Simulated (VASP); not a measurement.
# BeS: exact exchange and RPA correlation, part 2 of 6

How do cheaper functionals compare with the RPA for BeS, and at what cost? The scan starts from a database cell, scaled to the smallest volume of the series. The cell is of the zinc-blende type, one of the forms listed for this formula. The start is a cell from a database of measured crystal structures.

VASP 6.6.1, plane waves and PAW; the level of theory is named at each step.

So far. Step 3 (Exact exchange, volume ratio 0.94): The Hartree-Fock energy on these orbitals is -7.7292 eV an atom. Step 4 (Empty bands, volume ratio 0.94): WAVECAR now holds 408 bands for 8 electrons. Its independent-particle dielectric tensor has xx, yy, zz = 6.9, 6.9, 6.9 on this mesh, which isn't tested for convergence in mesh or bands and lacks local fields.

The database entry behind the starting cell differs from later determinations by our own check (0.1 to 0.3 % short, probably kX units), so it need not match the best structure at ambient conditions.

### 5. RPA correlation, volume ratio 0.94

This step: RPA correlation on PBE orbitals; plane waves and PAW (S_GW, Be_GW) (VASP 6.6.1).

The RPA correlation energy follows from the response function on imaginary frequencies; VASP computes it for a row of response cutoffs and extrapolates.

INCAR reads:

```
SYSTEM = BeS
PREC = Accurate
ENCUT = 350
ISMEAR = 0
SIGMA = 0.05
LREAL = .FALSE.
GGA = PE
NBANDS = 408
ALGO = ACFDT
ENCUTGW = 200
NOMEGA = 12
PRECFOCK = Fast
LWAVE = .FALSE.
LCHARG = .FALSE.
```

POSCAR reads:

```
BeS
1.0
    0.0000000000      2.3754963136      2.3754963136
    2.3754963136      0.0000000000      2.3754963136
    2.3754963136      2.3754963136      0.0000000000
S Be
1 1
Direct
    0.7500000000      0.7500000000      0.7500000000
    0.0000000000      0.0000000000      0.0000000000
```

KPOINTS reads:

```
Automatic mesh
0
Gamma
4 4 4
0 0 0
```

The projector-augmented-wave data sets are S_GW and Be_GW (PBE family, release 64).

Launch:

```bash
$ mpirun -np 8 vasp_std
```

Output:

```text
[banner, memory and clock lines left out]
running    8 mpi-ranks, on    1 nodes
 distrk:  each k-point on    8 cores,    1 groups
 distr:  one band on    1 cores,    8 groups

 POSCAR found type information on POSCAR S Be
 POSCAR found :  2 types and       2 ions
 [... a notice as in an earlier step ...]

 LDA part: xc-table for (Slater+PW92), standard interpolation
 found WAVECAR, reading the header
 POSCAR, INCAR and KPOINTS ok, starting setup
 FFT: planning ... GRIDC
 FFT: planning ... GRID_SOFT
 FFT: planning ... GRID
 reading WAVECAR
 the WAVECAR file was read successfully
 initial charge from wavefunction
 available memory per node:    117.01 GB, setting MAXMEM to    119821

 The Fermi energy was updated, please check that it is located mid-gap
 values below the HOMO (VB) or above the LUMO (CB) will cause erroneous energies
 E-fermi :   5.9263

 the WAVEDER file was read successfully
 set NWRITE>2 for more details about minimax calculation
 number of imaginary grid points requested:      12
 number of distinct grids requested:  1
 quadrature errors minimized for energies in [ 0.294E+01, 0.353E+03 ]
 bosonic grid (T=0, re) determined with error: 0.4914E-08
 bosonic grid (re): 0.4914E-08
       0.6409       2.0576       3.9167       6.6501      10.9361
      17.9061      29.5158      49.2598      83.6820     146.3094
     272.6851     628.6293
energies w=
    0.000    0.641    0.000    2.058    0.000    3.917    0.000    6.650
    0.000   10.936    0.000   17.906    0.000   29.516    0.000   49.260
    0.000   83.682    0.000  146.309    0.000  272.685    0.000  628.629
 responsefunction array rank=     192
 LDA part: xc-table for (Slater+PW92), standard interpolation

 min. memory requirement per mpi rank     69.2 MB, per node    553.9 MB

 allocating   2 responsefunctions rank=   192
 shmem allocating  12 responsefunctions rank=   192
 response function shared by NCSHMEM nodes    1
 Doing            2  frequencies on each core in blocks of           12
NQ=   1    0.0000    0.0000    0.0000,
|.........|.........|.........|.........
 performed       1233000 updates of chi_q(r,r)
 total number of BLAS operations        281.86 Gflops
NQ=   2    0.2500    0.0000    0.0000,
|.........|.........|.........|.........
 performed       2466000 updates of chi_q(r,r)
 total number of BLAS operations        560.40 Gflops
NQ=   3    0.5000    0.0000    0.0000,
|.........|.........|.........|.........
 performed       3699000 updates of chi_q(r,r)
 total number of BLAS operations        838.94 Gflops
NQ=   4    0.2500    0.2500    0.0000,
|.........|.........|.........|.........
 performed       4932000 updates of chi_q(r,r)
 total number of BLAS operations       1107.61 Gflops
NQ=   5    0.5000    0.2500    0.0000,
|.........|.........|.........|.........
 performed       6165000 updates of chi_q(r,r)
 total number of BLAS operations       1406.40 Gflops
NQ=   6   -0.2500    0.2500    0.0000,
|.........|.........|.........|.........
 performed       7398000 updates of chi_q(r,r)
 total number of BLAS operations       1691.61 Gflops
NQ=   7    0.5000    0.5000    0.0000,
|.........|.........|.........|.........
 performed       8631000 updates of chi_q(r,r)
 total number of BLAS operations       2047.87 Gflops
NQ=   8   -0.2500    0.5000    0.2500,
|.........|.........|.........|.........
 performed       9864000 updates of chi_q(r,r)
 total number of BLAS operations       2353.57 Gflops
 entering main loop
```

It took 11 s on 8 MPI ranks of Intel Xeon 6975P-C (Granite Rapids), shared host; peak memory 1.1 GiB.

Parts of OUTCAR (step 5):

```text
   k-points           NKPTS =      8   k-points in BZ     NKDIM =     64   number of bands    NBANDS=    408

   NELECT =       8.0000    total number of electrons

 E-fermi :   5.9263

 Hartree contr. to MP2           -6.321420      0.000000

 Hartree contr. to MP2           -3.263312      0.000000

 Hartree contr. to MP2           -0.772198      0.000000

 Hartree contr. to MP2           -1.539388      0.000000

      cutoff energy     smooth cutoff   RPA   correlation   Hartree contr. to MP2

      cutoff energy     smooth cutoff   RPA   correlation   Hartree contr. to MP2
---------------------------------------------------------------------------------
            200.000           160.000      -11.5906213770      -17.6961950277
            190.476           152.381      -11.5300043464      -17.6299744694
            181.406           145.125      -11.4661162042      -17.5598405575
            172.768           138.214      -11.3972117864      -17.4838234049
            164.541           131.632      -11.3226583044      -17.4012099510
            156.705           125.364      -11.2443148558      -17.3138938815
            149.243           119.394      -11.1613946326      -17.2209492101
            142.136           113.709      -11.0706602663      -17.1187869071
  linear regression

  converged value                          -12.3654364923      -18.5580326493

[... 7 parts as in an earlier step ...]

[... 2 further parts left out ...]
```

Numbers from this step:

| Property | Result |
| --- | --- |
| RPA correlation energy | -12.37 eV |

Extrapolated by the program to an infinite response cutoff, the correlation energy is -6.1827 eV an atom. With exact exchange the total is -13.9119 eV an atom.

### 6. Comparison: r2SCAN, volume ratio 0.94

This step: r2SCAN; plane waves and PAW (S_GW, Be_GW) (VASP 6.6.1).

For comparison the same cell is computed with r2SCAN.

INCAR reads:

```
SYSTEM = BeS
PREC = Accurate
ENCUT = 350
EDIFF = 1E-06
NELM = 100
ISMEAR = 0
SIGMA = 0.05
LREAL = .FALSE.
ALGO = Normal
METAGGA = R2SCAN
LASPH = .TRUE.
NBANDS = 10
LWAVE = .FALSE.
LCHARG = .FALSE.
KPAR = 8
```

POSCAR is that of step 5.

KPOINTS is that of step 5.

Launch:

```bash
$ mpirun -np 8 vasp_std
```

Output:

```text
[banner, memory and clock lines left out]
running    8 mpi-ranks, on    1 nodes
 distrk:  each k-point on    1 cores,    8 groups
 distr:  one band on    1 cores,    1 groups

 POSCAR found type information on POSCAR S Be
 POSCAR found :  2 types and       2 ions
 [... a notice as in an earlier step ...]

|                                                                             |
|               ----> ADVICE to this user running VASP <----                  |
|                                                                             |
|     You enforced a specific xc type in the INCAR file but a different       |
|     [... a line on the potential file left out ...]
|     I HOPE YOU KNOW WHAT YOU ARE DOING!                                     |
|                                                                             |

 LDA part: xc-table for (None), standard interpolation
 POSCAR, INCAR and KPOINTS ok, starting setup
 FFT: planning ... GRIDC
 FFT: planning ... GRID_SOFT
 FFT: planning ... GRID
 WAVECAR not read
 entering main loop
       N       E                     dE             d eps       ncg     rms          rms(c)
DAV:   1     0.603304062355E+01    0.60330E+01   -0.36503E+03   160   0.580E+02
DAV:   2    -0.156602084202E+02   -0.21693E+02   -0.21240E+02   244   0.961E+01
DAV:   3    -0.161847008299E+02   -0.52449E+00   -0.52393E+00   204   0.164E+01
DAV:   4    -0.161903809694E+02   -0.56801E-02   -0.56793E-02   230   0.191E+00
DAV:   5    -0.161904316921E+02   -0.50723E-04   -0.50721E-04   200   0.152E-01    0.275E+00
DAV:   6    -0.146293621787E+02    0.15611E+01   -0.31661E-01   196   0.406E+00    0.169E+00
DAV:   7    -0.146202824739E+02    0.90797E-02   -0.13822E-01   200   0.251E+00    0.319E-01
DAV:   8    -0.146218021709E+02   -0.15197E-02   -0.49672E-03   238   0.485E-01    0.926E-02
DAV:   9    -0.146220418544E+02   -0.23968E-03   -0.38151E-04   190   0.138E-01    0.424E-02
DAV:  10    -0.146221143628E+02   -0.72508E-04   -0.82707E-05   186   0.792E-02    0.205E-03
DAV:  11    -0.146221144741E+02   -0.11122E-06   -0.20399E-06   192   0.932E-03
   1 F= -.14622114E+02 E0= -.14622114E+02  d E =-.139546E-16
```

Wall time 3.4 s (8 MPI ranks); peak memory 0.84 GiB; 22 s of CPU time.

Parts of OUTCAR (step 6):

```text
   NELECT =       8.0000    total number of electrons

 E-fermi :   4.5255

 k-point     1 :       0.0000    0.0000    0.0000
  band No.  band energies     occupation
      1     -10.5149      2.00000
      2       4.2419      2.00000
      3       4.2419      2.00000
      4       4.2419      2.00000
      5      10.4250      0.00000
      6      10.4250      0.00000
      7      10.4250      0.00000
      8      11.5154      0.00000
      9      17.6093      0.00000
    ...

  Total        1.5178334      1.5178334      1.5178334      0.0000000      0.0000000     -0.0000000
  in kB       90.7071694     90.7071694     90.7071694      0.0000000      0.0000000     -0.0000000
  external PRESSURE =      90.7071694 kB  Pullay stress =       0.0000000 kB

  FREE ENERGIE OF THE ION-ELECTRON SYSTEM (eV)
  ---------------------------------------------------
  free  energy   TOTEN  =       -14.6221144741 eV

  energy  without entropy=      -14.6221144741  energy(sigma->0) =      -14.62211447

[... 9 parts as in an earlier step ...]

[... 8 further parts left out ...]
```

The PAW data sets were made with PBE, which is usual practice but a small mismatch for other functionals.

Numbers from this step:

```
free energy (TOTEN)            : -14.62 eV
Fermi energy                   : 4.526 eV
pressure                       : 9.071 GPa
gap on the k-mesh              : 3.418 eV
least direct gap on the k-mesh : 6.183 eV
```

Its energy is -7.3111 eV an atom, on a zero of its own.

### 7. Orbitals for comparison: HSE06, volume ratio 0.94

This step: PBE; plane waves and PAW (S_GW, Be_GW) (VASP 6.6.1).

A hybrid converges faster from good orbitals, so a cheap PBE run writes WAVECAR first.

INCAR reads:

```
SYSTEM = BeS
PREC = Accurate
ENCUT = 350
EDIFF = 1E-05
NELM = 100
ISMEAR = 0
SIGMA = 0.05
LREAL = .FALSE.
ALGO = Normal
GGA = PE
NBANDS = 10
LORBIT = 11
LWAVE = .TRUE.
LCHARG = .FALSE.
KPAR = 8
```

POSCAR is that of step 6.

KPOINTS is that of step 6.

Launch:

```bash
$ mpirun -np 8 vasp_std
```

Output:

```text
[banner, memory and clock lines left out]
running    8 mpi-ranks, on    1 nodes
 distrk:  each k-point on    1 cores,    8 groups
 distr:  one band on    1 cores,    1 groups

 POSCAR found type information on POSCAR S Be
 POSCAR found :  2 types and       2 ions
 [... a notice as in an earlier step ...]

 LDA part: xc-table for (Slater+PW92), standard interpolation
 POSCAR, INCAR and KPOINTS ok, starting setup
 FFT: planning ... GRIDC
 FFT: planning ... GRID_SOFT
 FFT: planning ... GRID
 WAVECAR not read
 entering main loop
       N       E                     dE             d eps       ncg     rms          rms(c)
[... 9 cycles as in an earlier step ...]
DAV:  10    -0.983550989807E+01   -0.64505E-05   -0.35256E-05   222   0.377E-02
   1 F= -.98355099E+01 E0= -.98355099E+01  d E =-.470961E-13
 writing wavefunctions
```

Elapsed: 1.2 s, on 8 MPI ranks; peak memory 0.84 GiB.

Parts of OUTCAR (step 7):

```text
   NELECT =       8.0000    total number of electrons

 E-fermi :   4.6990

 k-point     1 :       0.0000    0.0000    0.0000
  band No.  band energies     occupation
      1      -9.6823      2.00000
      2       4.4537      2.00000
      3       4.4537      2.00000
      4       4.4537      2.00000
      5      10.0520      0.00000
      6      10.0520      0.00000
      7      10.0520      0.00000
      8      10.8664      0.00000
      9      17.2061      0.00000
    ...

  Total        1.5504798      1.5504798      1.5504798      0.0000000     -0.0000000      0.0000000
  in kB       92.6581489     92.6581489     92.6581489      0.0000000     -0.0000000      0.0000000
  external PRESSURE =      92.6581489 kB  Pullay stress =       0.0000000 kB

 POSITION                                       TOTAL-FORCE (eV/Angst)
 -----------------------------------------------------------------------------------
      3.56324      3.56324      3.56324         0.000000      0.000000      0.000000
      0.00000      0.00000      0.00000        -0.000000     -0.000000     -0.000000
 -----------------------------------------------------------------------------------
    total drift:                               -0.000000     -0.000000     -0.000000

  FREE ENERGIE OF THE ION-ELECTRON SYSTEM (eV)
  ---------------------------------------------------
  free  energy   TOTEN  =        -9.8355098981 eV

  energy  without entropy=       -9.8355098981  energy(sigma->0) =       -9.83550990

[... 9 parts as in an earlier step ...]

[... 8 further parts left out ...]
```

This step gave:

```
free energy (TOTEN)            : -9.836 eV
Fermi energy                   : 4.699 eV
pressure                       : 9.266 GPa
gap on the k-mesh              : 2.943 eV
least direct gap on the k-mesh : 5.598 eV
```

The run ends at a pressure of 9.27 GPa.

### 8. Comparison: HSE06, volume ratio 0.94

This step: HSE06; plane waves and PAW (S_GW, Be_GW) (VASP 6.6.1).

For comparison the same cell is computed with HSE06.

INCAR reads:

```
SYSTEM = BeS
PREC = Accurate
ENCUT = 350
EDIFF = 1E-06
NELM = 100
ISMEAR = 0
SIGMA = 0.05
LREAL = .FALSE.
ALGO = Normal
LHFCALC = .TRUE.
AEXX = 0.25
GGA = PE
HFSCREEN = 0.2
LASPH = .TRUE.
NBANDS = 10
PRECFOCK = Fast
LWAVE = .FALSE.
LCHARG = .FALSE.
KPAR = 8
```

POSCAR is that of step 7.

KPOINTS is that of step 7.

The run starts from files that an earlier step left in the folder.

Launch:

```bash
$ mpirun -np 8 vasp_std
```

Output:

```text
[banner, memory and clock lines left out]
running    8 mpi-ranks, on    1 nodes
 distrk:  each k-point on    1 cores,    8 groups
 distr:  one band on    1 cores,    1 groups

 POSCAR found type information on POSCAR S Be
 POSCAR found :  2 types and       2 ions
 [... a notice as in an earlier step ...]

 LDA part: xc-table for (Slater+PW92), standard interpolation
 found WAVECAR, reading the header
 POSCAR, INCAR and KPOINTS ok, starting setup
 FFT: planning ... GRIDC
 FFT: planning ... GRID_SOFT
 FFT: planning ... GRID
 reading WAVECAR
 the WAVECAR file was read successfully
 initial charge from wavefunction
 entering main loop
       N       E                     dE             d eps       ncg     rms          rms(c)
DAV:   1    -0.112469537684E+02   -0.11247E+02   -0.17904E-01   170   0.257E+00    0.176E-01
DAV:   2    -0.112482460786E+02   -0.12923E-02   -0.53268E-03   196   0.531E-01    0.130E-01
DAV:   3    -0.112480477053E+02    0.19837E-03   -0.30616E-04   190   0.130E-01    0.815E-02
DAV:   4    -0.112479671876E+02    0.80518E-04   -0.51434E-05   214   0.457E-02    0.498E-02
DAV:   5    -0.112479396237E+02    0.27564E-04   -0.12009E-05   218   0.233E-02    0.300E-02
DAV:   6    -0.112479300172E+02    0.96065E-05   -0.35006E-06   224   0.134E-02    0.178E-02
DAV:   7    -0.112479265450E+02    0.34722E-05   -0.10770E-06   142   0.797E-03    0.106E-02
DAV:   8    -0.112479253121E+02    0.12329E-05   -0.49979E-07    88   0.548E-03    0.628E-03
DAV:   9    -0.112479250626E+02    0.24948E-06   -0.26512E-07    94   0.394E-03
   1 F= -.11247925E+02 E0= -.11247925E+02  d E =-.330895E-21
```

It took 5 s on 8 MPI ranks; peak memory 1.6 GiB; 36 s of CPU time.

Parts of OUTCAR (step 8):

```text
   k-points           NKPTS =      8   k-points in BZ     NKDIM =     64   number of bands    NBANDS=     10

   NELECT =       8.0000    total number of electrons

 E-fermi :   4.0991

 k-point     1 :       0.0000    0.0000    0.0000
  band No.  band energies     occupation
      1     -11.7753      2.00000
      2       3.7719      2.00000
      3       3.7719      2.00000
      4       3.7719      2.00000
      5      10.6398      0.00000
      6      10.6398      0.00000
      7      10.6398      0.00000
      8      11.4319      0.00000
      9      18.1020      0.00000
    ...

 POSITION                                       TOTAL-FORCE (eV/Angst)
 -----------------------------------------------------------------------------------
      3.56324      3.56324      3.56324        -0.000000      0.000000     -0.000000
      0.00000      0.00000      0.00000         0.000000     -0.000000      0.000000
 -----------------------------------------------------------------------------------
    total drift:                                0.000002      0.000002      0.000002

  FREE ENERGIE OF THE ION-ELECTRON SYSTEM (eV)
  ---------------------------------------------------
  free  energy   TOTEN  =       -11.2479250626 eV

  energy  without entropy=      -11.2479250626  energy(sigma->0) =      -11.24792506

[... 8 parts as in an earlier step ...]

[... 8 further parts left out ...]
```

The k-mesh is coarse for exact exchange; levels may shift by about 0.1 eV on a finer one.

This step gave:

* free energy (TOTEN): -11.25 eV
* Fermi energy: 4.099 eV
* gap on the k-mesh: 3.941 eV
* least direct gap on the k-mesh: 6.868 eV

Its energy is -5.6240 eV an atom, on a zero of its own.

### 9. Orbitals, volume ratio 0.97

This step: PBE; plane waves and PAW (S_GW, Be_GW) (VASP 6.6.1).

The same chain follows at a volume ratio of 0.97.

INCAR reads:

```
SYSTEM = BeS
PREC = Accurate
ENCUT = 350
EDIFF = 1E-08
NELM = 100
ISMEAR = 0
SIGMA = 0.05
LREAL = .FALSE.
ALGO = Normal
GGA = PE
NBANDS = 10
LORBIT = 11
LWAVE = .TRUE.
LCHARG = .FALSE.
KPAR = 8
```

POSCAR reads:

```
BeS
1.0
    0.0000000000      2.4005033757      2.4005033757
    2.4005033757      0.0000000000      2.4005033757
    2.4005033757      2.4005033757      0.0000000000
S Be
1 1
Direct
    0.7500000000      0.7500000000      0.7500000000
    0.0000000000      0.0000000000      0.0000000000
```

KPOINTS is that of step 8.

Launch:

```bash
$ mpirun -np 8 vasp_std
```

Output:

```text
[... set-up lines as in an earlier step ...]
 entering main loop
       N       E                     dE             d eps       ncg     rms          rms(c)
DAV:   1     0.113289298582E+02    0.11329E+02   -0.36026E+03   160   0.560E+02
DAV:   2    -0.926778494731E+01   -0.20597E+02   -0.20147E+02   222   0.995E+01
DAV:   3    -0.100578758512E+02   -0.79009E+00   -0.78889E+00   214   0.194E+01
DAV:   4    -0.100745099224E+02   -0.16634E-01   -0.16632E-01   216   0.259E+00
[...]
DAV:  12    -0.987533407969E+01    0.18257E-06   -0.23581E-07   222   0.298E-03    0.330E-04
DAV:  13    -0.987533406375E+01    0.15945E-07   -0.18625E-08   174   0.104E-03    0.613E-05
DAV:  14    -0.987533405375E+01    0.99953E-08   -0.74809E-10   126   0.185E-04
   1 F= -.98753341E+01 E0= -.98753341E+01  d E =-.184996E-14
 writing wavefunctions
```

Run time: 1.6 s. Hardware: 8 MPI ranks; peak memory 0.97 GiB.

From OUTCAR (step 9):

```text
  Total        0.9526069      0.9526069      0.9526069      0.0000000      0.0000000      0.0000000
  in kB       55.1680116     55.1680116     55.1680116      0.0000000      0.0000000      0.0000000
  external PRESSURE =      55.1680116 kB  Pullay stress =       0.0000000 kB

 POSITION                                       TOTAL-FORCE (eV/Angst)
 -----------------------------------------------------------------------------------
      3.60076      3.60076      3.60076         0.000000      0.000000      0.000000
      0.00000      0.00000      0.00000        -0.000000     -0.000000     -0.000000
 -----------------------------------------------------------------------------------
    total drift:                               -0.000000     -0.000000     -0.000000

  FREE ENERGIE OF THE ION-ELECTRON SYSTEM (eV)
  ---------------------------------------------------
  free  energy   TOTEN  =        -9.8753340538 eV

  energy  without entropy=       -9.8753340538  energy(sigma->0) =       -9.87533405

[... 1 part as in an earlier step ...]

[... 2 further parts left out ...]
[key lines of the parts left out:]
E-fermi :   4.3856
```

The run ends at a pressure of 5.52 GPa.

(Part 2 of 6 ends here.)

[Lines on the potential files, build, host, timing and source positions are cut from VASP's logs without a mark.]

[Logs are printed without paths, hosts, clocks, repeated set-up lines and the standing remarks that a program may print on its own settings, such as how far it seeks lower states.]

[Hosts, paths, dates, database ids (printed as entryN), source tags and the programs' standing remarks are cut or masked in the printed files.]

[Pressures printed for these runs are not shown converged in the cutoff: they can be off by several GPa and have the wrong sign.]
